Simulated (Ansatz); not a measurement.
A film clamped to a substrate in InSe

Theory: Ansatz, DFT PBEsol, scalar-relativistic, plane waves, PAW. Settings: plane waves to 420 eV, k-mesh 12×12×12 (Γ-centred), Gaussian smearing 0.03 eV. No spin polarisation. Energies are free energies at this smearing, counted from the undisturbed cell; pressure is positive in compression.

The undisturbed cell (as given, not relaxed at this level; it stands at 0.2 GPa):

```
In Se
1.0
     2.00000    1.15470    8.31667
    -2.00000    1.15470    8.31667
     0.00000   -2.30940    8.31667
In Se
2 2
Direct
  0.00000 0.00000 0.00000
  0.11220 0.11220 0.11220
  0.61550 0.61550 0.61550
  0.83000 0.83000 0.83000
```

The cell holds layers and no dispersion correction was added, so their binding is poorly described.

The cell (4 atoms, V0 = 115.24 Å³) is strained by p along both x and y and by q along z, fractional coordinates fixed. τp = (1/V0) ∂E/∂p = (σxx + σyy)(1 + p)(1 + q) and τq = (1/V0) ∂E/∂q = σzz(1 + p)², with tension positive.

```csv
p,q,ΔE (meV/atom),τp (GPa),τq (GPa)
0.000,0.000,0.00,-0.84,0.12
-0.040,0.000,48.54,-13.38,-2.69
0.040,0.000,27.50,7.95,2.10
0.000,-0.040,13.51,-3.40,-4.07
0.000,0.040,12.76,1.32,3.29
```

Q: Get the second derivatives of the energy density.

A: Central differences give A = ∂τp/∂p = 267 GPa (C11 + C22 + 2 C12), C = ∂τq/∂q = 92 GPa (C33) and the cross term B = ∂τq/∂p = 60 GPa (C13 + C23); ∂τp/∂q = 59 GPa must equal B, and any difference shows higher-order terms. Steps this large leave an error of some per cent of A or C in all of these, which can swamp a small B. The ions are clamped.

Q: A film of this crystal grows with z along the normal on a substrate that imposes p. How does its thickness respond, and what does the misfit cost?

A: Count p and q from the stress-free cell. A free surface needs τq = 0, so q = −(B/C) p = -0.65 p. The energy density left is (A − B²/C) p²/2 = M p², with the biaxial modulus M = 114 GPa; a misfit of 1 % costs 2.05 meV/atom, against 2.40 meV/atom if the thickness were held.

At p = 0.080 the energies along q are 111.6 (q = -0.080), 107.9 (q = 0.000), 192.1 (q = 0.080) meV/atom.

Q: Does the linear rule hold at this misfit?

A: A parabola through the lowest point and its neighbours has its minimum at q = -0.037, 98.7 meV/atom. With the stress left in the starting cell, τp0 and τq0, linear elasticity gives q = −(τq0 + Bp)/C = -0.053 and E = V0(τp0 p + τq0 q + Ap²/2 + Bpq + Cq²/2)/N = 117.9 meV/atom. The energies differ by more than a tenth, so the quadratic law fails here: the gap holds the anharmonic part, with some error from the wide steps. Cubic terms also shift the vertex of so wide a parabola.

Forces appear on the atoms along this scan, and letting them relax would lower the energy and soften the response.